For the stiffness of silicon, the choice that matters most here is whether the atoms may move inside the strained cell. Holding them in place makes the crystal about 38 % too stiff against shear, relative to the value estimated for relaxed atoms. Taking the volume derivative from one side only changes the bulk modulus by 13 %, and using the measured cell in place of the one that PBE prefers raises it by about 10 %. Under a different strain, a squeeze along a cube axis, holding the atoms costs no accuracy at all.

Silicon in its measured cell (2 atoms) and with single changes to it, computed with Ansatz 0.2.0 using PBE and scalar-relativistic all-electron PAW, without spin or relaxation of the atoms (12 × 12 × 12 k points, Fermi-Dirac smearing of 0.08 eV). Compression is positive, shear strains are engineering strains, and Vzz is the principal field gradient of largest magnitude.

| change from the base run | pressure (GPa) | stress xx (GPa) | stress zz (GPa) | stress xy (GPa) | Vzz at Si (1e21 V/m^2) |
| --- | --- | --- | --- | --- | --- |
| base | 1.97 | 1.97 | 1.97 | 0.00 | 0.00 |
| volume scaled by 0.95 | 7.50 | 7.50 | 7.50 | 0.00 | 0.00 |
| volume scaled by 1.05 | -2.30 | -2.30 | -2.30 | 0.00 | 0.00 |
| atom 2 (Si) moved by 0.05 angstrom | 2.05 | 2.05 | 2.05 | -1.09 | 0.50 |
| equal xy, yz and zx shear strains of +2 % | 2.11 | 2.11 | 2.11 | -2.01 | 0.76 |
| z stretched by -3 % at fixed volume | 1.90 | 0.56 | 4.56 | 0.00 | 0.07 |

**The volume**

The base run has a pressure of 1.97 GPa although it uses the measured cell, so PBE wants a larger one. A parabola through the three pressures of the volume series puts zero pressure at a volume about 2 % larger. The functional's own error is expected to be slightly larger still, since thermal and zero-point motion swell the measured cell and the calculation leaves them out. For a purpose that tolerates 2 % in volume the measured cell is a fair start, but its pressure must be subtracted before any single diagonal stress is read as a response to strain.

The bulk modulus is the rise in pressure per fractional loss of volume. Compression by 5 % gives 111 GPa and expansion by 5 % gives 85 GPa, because bonds stiffen as they shorten. Using both steps cancels the leading part of this asymmetry and gives 98 GPa, for one extra run at the cost of the base run. The compressed cell was computed with higher cutoffs and a different atomic dataset, but the free energies and the pressures agree on the mean pressure across the range to 0.01 GPa, so the volume trend survives the change.

**Why one strain needs relaxed atoms and another doesn't**

Each silicon atom sits among four equal bonds. The row labelled as a −3 % stretch is a squeeze along z, with x and y slightly longer. It changes the angles between the bonds but keeps all four equal in length, and the remaining symmetry leaves no direction in which an atom could be pushed. The forces are indeed zero. The difference between stress zz and stress xx, in which the residual pressure cancels, gives a stiffness C₁₁−C₁₂ of 88 GPa that already belongs to relaxed atoms.

The equal shears do something else: they lengthen the cell along its [111] diagonal. One bond lies along that diagonal and is stretched, while the other three become shorter. Their pulls no longer balance, so the atom would shift to share the distortion between bond lengths and bond angles. Angles in silicon are softer than lengths, so the shift passes part of the distortion from the lengths to the angles. Because the atom follows the force on it, the energy falls, and the shear stress falls with it.

Two springs in series with a bead between them behave in the same way. If the springs are equal, stretching the pair leaves the bead in balance at the middle, and it makes no difference whether the bead is held. If they are unequal, a bead held at the middle makes the pair look too stiff. The likeness ends there: silicon's bonds are all alike before the strain, and it is the direction of the strain that makes them unequal.

**The size of the correction**

The sheared cell was computed with its atoms held. Its stress xy of −2.01 GPa (negative means tension along the diagonal) at a shear of 0.02 gives a shear stiffness C₄₄ of 2.01/0.02, or about 101 GPa. The relaxed value can be estimated from the run in which one atom was moved along the same diagonal, if the response is taken as linear.

In the sheared cell each Cartesian component of the force on that atom is 0.18 eV/Å. In the moved-atom run it is 0.36 eV/Å, in the same direction. Half of that displacement, taken backwards, therefore removes the force. It also removes half of the −1.09 GPa that the displacement caused, which is 0.55 GPa.

What remains is 2.01 − 0.55 = 1.46 GPa, and C₄₄ becomes 1.46/0.02 = 73 GPa. The stretch of the diagonal bond falls from 0.047 to 0.022 Å. The measured stiffness is roughly 80 GPa, a recalled figure. With held atoms PBE would seem to make silicon too stiff, and with relaxed atoms slightly too soft, though by no more than the estimate may be off. A judgement of the functional thus depends on this one setting.

No fully relaxed run is at hand to confirm the 73 GPa. There is a check on combining the two runs, however: stress per displacement and force per shear must be the same mixed derivative of the energy, and here they agree to 4 %. On a correction of 27 GPa that amounts to about 1 GPa. The moved-atom run carries a warning that its small gap may come from the mesh, but at 0.28 eV that gap is still more than three times the smearing. Two uncertainties remain. Shear, squeeze and atomic displacement were each applied in one sense only (the displacement opposite to the relaxation), which the volume series shows to be a risk. And at a residual pressure of 2 GPa the usual definitions of stiffness are expected to differ by about that much for C₄₄ and by twice as much for C₁₁−C₁₂.

**What each purpose needs**

In a transistor channel stressed along ⟨110⟩, part of the stress is shear. The held-atom stiffness would make the shear strain at a given stress 27 % too small, and any mobility or band shift computed from that strain would inherit the error. The field gradient at the nucleus, Vzz, suffers more: it is 0.76 in the sheared cell with held atoms and about 0.51 after the same linear correction, in units of 10²¹ V/m². For either quantity relaxation should come before any refinement of the functional, though the gradient serves only as a test here, since the spin-½ nucleus ²⁹Si doesn't respond to it in NMR.

Band gaps set a different demand. On the k-point mesh used, the gap falls from 0.57 eV in the base run to 0.10 eV under the squeeze, as strain splits band edges that cubic symmetry had kept equal. PBE gaps are too small to begin with, and the run warns that so small a gap may come from the mesh, so this is no sign that real silicon is nearly metallic. The smearing of 0.08 eV is then almost as wide as the gap. Its entropy term changes by only 0.4 meV against a strain energy of 16 meV, which is tolerable for a stiffness wanted to a few per cent but not for counting carriers.

The price of the better settings is modest. Lower symmetry means more distinct k points, at most three times as many for the squeeze and four times for the shear as in the cubic cell. The moved-atom run costs about as much as the shear run, so the linear correction doubles the price of C₄₄. That should be enough for an accuracy of about 10 %; for a few per cent, the atoms should be relaxed fully at smaller shears of both signs. The printed output gives the estimates and the two consistency checks.

The symmetry argument also tells when the extra run can be saved. If every atom sits at a centre of inversion, as in rock salt, a uniform strain exerts no force on it and held atoms are already relaxed. In the zinc-blende structure, which has silicon's four-bond geometry, the shear again needs relaxation and the squeeze along a cube axis doesn't.

Numerical output:

```
bulk modulus at the measured cell from both volume steps, GPa: 98
bulk modulus from the compressed step alone, GPa: 110.6
bulk modulus from the expanded step alone, GPa: 85.4
volume of zero PBE pressure above the measured cell, percent: 2.126
bulk modulus at the volume of zero PBE pressure, GPa: 89.14
mean pressure over the volume range from the pressures, GPa: 2.18
mean pressure over the volume range from the free energies, GPa: 2.18
tetragonal stiffness C11-C12 from the z strain, GPa: 88.21
shear stiffness C44 with clamped atoms, GPa: 100.5
shear stiffness C44 with atoms relaxed (linear estimate), GPa: 73.06
clamped C44 above relaxed C44, percent: 37.55
shear strain at given stress understated by clamped C44, percent: 27.3
shift of atom 2 along [111] on relaxation, angstrom: -0.02517
stretch of the [111] bond with clamped atoms, angstrom: 0.04703
stretch of the [111] bond after relaxation, angstrom: 0.02186
Vzz in the sheared cell after relaxation (linear estimate), 1e21 V/m^2: 0.5083
mixed derivative from stress per displacement, eV/angstrom: 9.438
mixed derivative from force per shear strain, eV/angstrom: 9.076
energies, gaps and symmetry:
                                        row  free energy above base (meV)  entropy term above base (meV)  mesh gap (eV)  symmetry operations  rough k-point cost factor
                                       base                             0                              0         0.5732                   48                          1
                      volume scaled by 0.95                          57.7                         0.1625         0.4767                   48                          1
                      volume scaled by 1.05                           3.2                        -0.0927         0.6573                   48                          1
         atom 2 (Si) moved by 0.05 angstrom                            16                         0.2683         0.2811                   12                          4
  equal xy, yz and zx shear strains of +2 %                          15.3                        0.04933         0.5312                   12                          4
        z stretched by -3 % at fixed volume                          15.7                         0.4237        0.09744                   16                          3
```
